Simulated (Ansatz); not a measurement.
CdIn2O4 (started from an entry of an open crystallographic database), relaxed with r2SCAN in the plane-wave code Ansatz: space group Fd-3m (No. 227), cubic; a = 9.201 Å in the conventional setting, 13.91 Å³ an atom. Around Cd lie 4 O at 2.20 Å; around In lie 6 O at 2.19 Å; around O lie 3 In at 2.19 Å and 1 Cd at 2.20 Å. The primitive cell holds 14 atoms in 194.72 Å³. The values are computed, spin-unpolarised, and not measurements.

Computed values: PBE gives a gap of 1.07 eV and PBE0 (25 % exact exchange) 3.21 eV; one over PBE's mean ε∞ is 0.203. HSE06 (4×4×4) gives a least gap of 2.53 eV and a least direct gap of 2.61 eV. In PBE's bands the lowest conduction level rises by 0.101 eV from Γ to the point 0.0683 1/Å along Γ–X; the direct gap at Γ is 1.13 eV.

(1) Taking the gap as linear in the share of unscreened exchange, estimate the gap of the hybrid whose share is 1/ε∞.

(2) At what wavelength does absorption set in by HSE06, excitons left aside?

(3) Estimate the electron mass at Γ from the rise of PBE's conduction level.

## Answers

(1) The slope is (3.21 − 1.07)/0.25 = 8.56 eV per unit share, so E_g ≈ 1.07 + 8.56 × 0.203 = 2.81 eV. The run with that share gives 2.79 eV (4×4×4 mesh), -0.02 eV from the straight line.

(2) λ = 1239.84 eV nm/E: 490 nm for the least gap, where it needs phonons and is weak, and 475 nm for direct transitions. The direct edge lies in the visible range.

(3) A parabola gives m*/mₑ = (ħ²/2mₑ) k²/ΔE = 3.810 × 0.0683²/0.101 = 0.176. The band flattens away from Γ; with E(1 + E/E_g) = ħ²k²/2m* the mass at the edge is 0.176/(1 + 0.101/1.13) = 0.162 (1/E_g is only a rough value for the bending). It is PBE's mass, and a gap that is too small makes it too light.

No spin-orbit coupling is included; it can move band edges with weight on the heavy atoms by tenths of an eV.

The meshes of the hybrids are coarse, so their gaps aren't converged to the digits shown.
